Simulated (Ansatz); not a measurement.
Computed with Ansatz, DFT r2SCAN, scalar-relativistic, plane waves, PAW.

Structure of InSe:

```xyz
4
Lattice="2.0218 1.1673 8.6861 -2.0218 1.1673 8.6861 0.0000 -2.3345 8.6861" Properties=species:S:1:pos:R:3 pbc="T T T"
In    0.0000    0.0000    0.0626
In    0.0000    0.0000    2.8606
Se    0.0000    0.0000   16.1763
Se    0.0000    0.0000   21.4916
```

Plane waves to 500 eV, a k mesh through Γ of 12×12×12 on the computed 4-atom cell and Gaussian smearing (0.02 eV); no spin polarisation.

Levels along Γ–T–H2 | H0–L–Γ–S0 | S2–F–Γ, in eV from a zero inside the gap, sorted by energy at each point. Points in fractions of the primitive reciprocal vectors: Γ (0.000 0.000 0.000), T (-0.500 -0.500 -0.500), H2 (-0.500 -0.179 -0.821), H0 (-0.179 0.179 -0.500), L (0.000 0.000 -0.500), S0 (0.000 0.339 -0.339), S2 (-0.339 0.000 -0.661), F (-0.500 0.000 -0.500).
| point | k (1/Å, with 2π) | band 26 | band 27 | band 28 | band 29 | band 30 | band 31 | band 32 |
| --- | --- | --- | --- | --- | --- | --- | --- | --- |
| Γ | 0.000 | -1.70 | -1.69 | -1.69 | -1.69 | 1.42 | 2.12 | 4.25 |
| - | 0.052 | -1.72 | -1.67 | -1.67 | -1.63 | 1.39 | 2.12 | 4.25 |
| - | 0.103 | -1.73 | -1.66 | -1.66 | -1.48 | 1.28 | 2.13 | 4.24 |
| - | 0.155 | -1.75 | -1.64 | -1.64 | -1.26 | 1.13 | 2.14 | 4.23 |
| - | 0.207 | -1.76 | -1.63 | -1.63 | -1.02 | 0.94 | 2.15 | 4.22 |
| - | 0.258 | -1.77 | -1.61 | -1.61 | -0.77 | 0.73 | 2.15 | 4.21 |
| - | 0.310 | -1.78 | -1.61 | -1.61 | -0.55 | 0.55 | 2.15 | 4.20 |
| T | 0.362 | -1.78 | -1.61 | -1.61 | -0.46 | 0.46 | 2.15 | 4.20 |
| - | 0.504 | -2.07 | -1.86 | -1.68 | -0.50 | 0.88 | 2.48 | 3.89 |
| - | 0.647 | -2.70 | -2.12 | -1.91 | -0.64 | 1.59 | 3.04 | 3.44 |
| - | 0.790 | -3.21 | -2.55 | -2.28 | -0.89 | 2.15 | 2.81 | 3.77 |
| - | 0.932 | -3.28 | -3.09 | -2.77 | -1.25 | 2.38 | 2.52 | 3.93 |
| - | 1.075 | -3.29 | -3.24 | -3.02 | -1.68 | 2.07 | 2.51 | 3.80 |
| - | 1.218 | -3.75 | -2.97 | -2.75 | -2.07 | 1.77 | 2.45 | 3.60 |
| H2 | 1.360 | -4.02 | -2.90 | -2.56 | -2.18 | 1.68 | 2.42 | 3.37 |
| H0 | 1.360 | -4.02 | -2.90 | -2.56 | -2.18 | 1.68 | 2.42 | 3.37 |
| - | 1.440 | -4.04 | -3.02 | -2.49 | -2.11 | 1.75 | 2.39 | 3.26 |
| - | 1.519 | -3.95 | -3.16 | -2.46 | -2.04 | 1.87 | 2.34 | 3.23 |
| - | 1.598 | -3.74 | -3.24 | -2.45 | -2.01 | 1.90 | 2.29 | 3.30 |
| - | 1.677 | -3.46 | -3.21 | -2.47 | -2.00 | 1.74 | 2.22 | 3.53 |
| - | 1.757 | -3.15 | -3.03 | -2.50 | -2.02 | 1.51 | 2.07 | 3.76 |
| - | 1.836 | -2.88 | -2.81 | -2.57 | -2.05 | 1.30 | 1.90 | 3.72 |
| L | 1.916 | -2.72 | -2.70 | -2.66 | -2.07 | 1.22 | 1.83 | 3.68 |
| - | 2.045 | -2.68 | -2.65 | -2.60 | -1.95 | 1.26 | 1.85 | 3.71 |
| - | 2.174 | -2.57 | -2.56 | -2.53 | -1.64 | 1.42 | 1.93 | 3.82 |
| - | 2.304 | -2.54 | -2.39 | -2.33 | -1.39 | 1.74 | 2.06 | 4.03 |
| - | 2.433 | -2.46 | -2.17 | -2.11 | -1.32 | 2.07 | 2.31 | 4.00 |
| - | 2.562 | -2.23 | -1.95 | -1.90 | -1.38 | 1.92 | 2.78 | 3.56 |
| - | 2.691 | -1.89 | -1.77 | -1.74 | -1.49 | 1.60 | 2.40 | 3.94 |
| Γ | 2.821 | -1.70 | -1.69 | -1.69 | -1.69 | 1.42 | 2.12 | 4.25 |
| - | 2.971 | -1.94 | -1.79 | -1.78 | -1.47 | 1.66 | 2.50 | 3.83 |
| - | 3.122 | -2.27 | -2.07 | -2.04 | -1.36 | 2.04 | 3.11 | 3.19 |
| - | 3.273 | -2.55 | -2.48 | -2.35 | -1.31 | 2.20 | 2.58 | 3.55 |
| - | 3.423 | -3.15 | -2.99 | -2.34 | -1.40 | 2.18 | 2.36 | 3.29 |
| - | 3.574 | -3.69 | -3.52 | -2.31 | -1.64 | 2.07 | 2.35 | 3.02 |
| - | 3.725 | -3.93 | -3.29 | -2.38 | -1.96 | 1.85 | 2.39 | 3.12 |
| S0 | 3.875 | -4.04 | -2.92 | -2.54 | -2.16 | 1.71 | 2.38 | 3.37 |
| S2 | 3.875 | -4.04 | -2.92 | -2.54 | -2.16 | 1.71 | 2.38 | 3.37 |
| - | 3.947 | -3.93 | -2.88 | -2.62 | -2.15 | 1.71 | 2.30 | 3.48 |
| - | 4.018 | -3.74 | -2.92 | -2.69 | -2.10 | 1.75 | 2.18 | 3.58 |
| - | 4.089 | -3.47 | -2.98 | -2.74 | -2.03 | 1.76 | 2.08 | 3.65 |
| - | 4.161 | -3.18 | -3.00 | -2.78 | -1.98 | 1.65 | 2.02 | 3.65 |
| - | 4.232 | -2.98 | -2.95 | -2.75 | -1.95 | 1.47 | 1.94 | 3.53 |
| - | 4.303 | -2.92 | -2.91 | -2.60 | -1.93 | 1.31 | 1.84 | 3.42 |
| F | 4.375 | -2.91 | -2.88 | -2.53 | -1.92 | 1.24 | 1.80 | 3.38 |
| - | 4.507 | -2.85 | -2.83 | -2.49 | -1.77 | 1.32 | 1.77 | 3.48 |
| - | 4.640 | -2.78 | -2.70 | -2.38 | -1.45 | 1.49 | 1.78 | 3.72 |
| - | 4.773 | -2.71 | -2.49 | -2.22 | -1.21 | 1.72 | 1.98 | 4.03 |
| - | 4.905 | -2.55 | -2.24 | -2.03 | -1.18 | 1.92 | 2.35 | 4.00 |
| - | 5.038 | -2.26 | -1.99 | -1.85 | -1.30 | 1.86 | 2.78 | 3.57 |
| - | 5.171 | -1.89 | -1.79 | -1.72 | -1.47 | 1.59 | 2.40 | 3.93 |
| Γ | 5.304 | -1.70 | -1.69 | -1.69 | -1.69 | 1.42 | 2.12 | 4.25 |

The cell holds layers, and where no dispersion correction was added their binding is poorly described.

Cost: 1 run of about 7.3 core-minutes, on Intel Xeon 6975P-C (Granite Rapids) (shared hosts).